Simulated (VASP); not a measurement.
**TaN under changes of volume**

One of the cells (10.553 Å³/atom); the others are scaled copies at fixed shape and fractional positions:

```
Ta N
1.0
     0.00000    2.19343    2.19343
     2.19343    0.00000    2.19343
     2.19343    2.19343    0.00000
Ta N
1 1
Direct
  0.50000 0.50000 0.50000
  0.00000 0.00000 0.00000
```

```yaml
Program: VASP 6.6.1
Functional: PBE
Potentials_or_basis: VASP PAW PBE potentials, release 64 (Ta_pv, N)
Cutoff: 520 eV
k_mesh: 10 × 10 × 10
Occupations: fermi-dirac, width 0.05 eV
Spin: no spin polarisation
```

```csv
volume (Å³/atom),energy over the lowest point (meV/atom),pressure (GPa)
9.725,?,?
9.932,83.12,33.1
10.139,46.30,23.8
10.553,5.82,7.9
10.760,0.00,1.1
10.967,2.51,-5.1
```

Q: What does the run at 9.725 Å³/atom give?

A: Energy over the lowest point 132.63 meV/atom; pressure 43.5 GPa.

Worked out: A Birch-Murnaghan fit of order 3 (a polynomial in V^(-2/3)) to the other rows has its minimum at 10.80 Å³/atom with B0 = V·E''(V) = 330 GPa and B' = 4.4. It gives 132.67 meV/atom at 9.725 Å³/atom, against the run's 132.63, and -dE/dV = 43.6 GPa, against 43.5.

Energies are extrapolated to zero smearing.
